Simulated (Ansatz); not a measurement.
Runs of Ansatz 0.2.0 on TiO2. Symmetry: P4_2/mnm, No. 136, tetragonal system. Conventional cell: a = 4.600 Å, b = 4.600 Å, c = 2.959 Å, α = 90.00°, β = 90.00°, γ = 90.00°. Ti (site symmetry mmm) has 6 O at 1.95 to 1.98 Å as nearest neighbours. Around O (site symmetry m2m) lie 3 Ti at 1.95 to 1.98 Å. The cell is a database's computed one.

| level | U | hubbard projectors | double counting | gap on the mesh (eV) | pressure (GPa) | largest force (eV/Å) |
| --- | --- | --- | --- | --- | --- | --- |
| PBE+U | Ti d U = 3 eV | ortho-atomic (the default) | fll (the default) | 2.19 | 6.9 | 0.01 |
| PBE+U | Ti d U = 5 eV | ortho-atomic (the default) | fll (the default) | 2.43 | 8.9 | 0.01 |
| PBE | - | - | - | 1.87 | 4.2 | - |
| PBE+U | Ti d U = 6 eV | ortho-atomic (the default) | fll (the default) | 2.56 | 10.0 | 0.01 |
| PBE+U | Ti d U = 1 eV | ortho-atomic (the default) | fll (the default) | (a) | (b) | 0.01 |
| PBE+U | Ti d U = 4 eV | ortho-atomic (the default) | fll (the default) | 2.31 | 7.8 | 0.01 |
| PBE+U | Ti d U = 2 eV | ortho-atomic (the default) | fll (the default) | 2.09 | 5.9 | 0.01 |
| PBE+U | Ti d U = 8 eV | ortho-atomic (the default) | fll (the default) | 2.84 | (c) | 0.01 |

Alike in all rows: task band structure; potentials or basis Ansatz PAW; no spin polarisation; cell as given; k mesh 6 × 6 × 9; cutoff (eV) 420; smearing fermi-dirac 0.05 eV.

Q: Fill in the values left out.

A: (a) 1.97; (b) 5.1; (c) 12.3.

